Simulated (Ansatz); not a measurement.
The system is TiSi.

```
CELL_PARAMETERS angstrom
1.81618 -2.11762 0.00000
1.81618 2.11762 0.00000
0.00000 0.00000 3.80393
ATOMIC_POSITIONS crystal
Ti 0.50000 0.50000 0.00000
Si 0.00000 0.00000 0.50000
```

The cell comes from a database or a generator and needn't be the stable form of this composition.

```yaml
Program: Ansatz 0.2.0
Task: relaxation of cell and atoms
Functional: HF
Potentials_or_basis: Ansatz PAW
Cutoff: "420 eV (not typed: the program's choice for these potentials)"
k_mesh: 5 × 5 × 4
Occupations: fermi-dirac, width 0.05 eV
Spin: no spin polarisation
```

At the start: volume 14.63 Å³/atom.

**Question.** Where does the relaxation end?

**Answer.** It ends after 9 steps and the volume is 15.83 Å³/atom (+8.2 %); space group Cmmm (No. 65, to 0.05 Å).

The path:
```
step  energy change (eV)  largest force (eV/Å)  volume (Å³)
   1              0.0000                0.0000        29.26
   2             -0.0715                0.0000        32.36
   3             -0.0819                0.0000        31.76
   4             -0.0828                0.0000        31.56
   5             -0.0829                0.0000        31.62
   6             -0.0829                0.0000        31.65
   7             -0.0855                0.0000        31.65
   8             -0.0855                0.0000        31.66
   9             -0.0855                0.0000        31.66
```

Final structure:
```xyz
2
Lattice="1.8509 -2.1618 0.0000 1.8509 2.1618 0.0000 0.0000 0.0000 3.9565" Properties=species:S:1:pos:R:3 pbc="T T T"
Ti    1.8509    0.0000    0.0000
Si    0.0000    0.0000    1.9782
```

Caveat: the k mesh is coarse (spacing up to 0.46 Å⁻¹), so the values aren't converged, least of all with exact exchange; the plane-wave basis is chosen anew once the cell has moved, so the energies of steps on either side of that aren't comparable; the PAW data sets come from PBE, with cores solved anew for the run's functional, which leaves a small shift of forces and pressure.
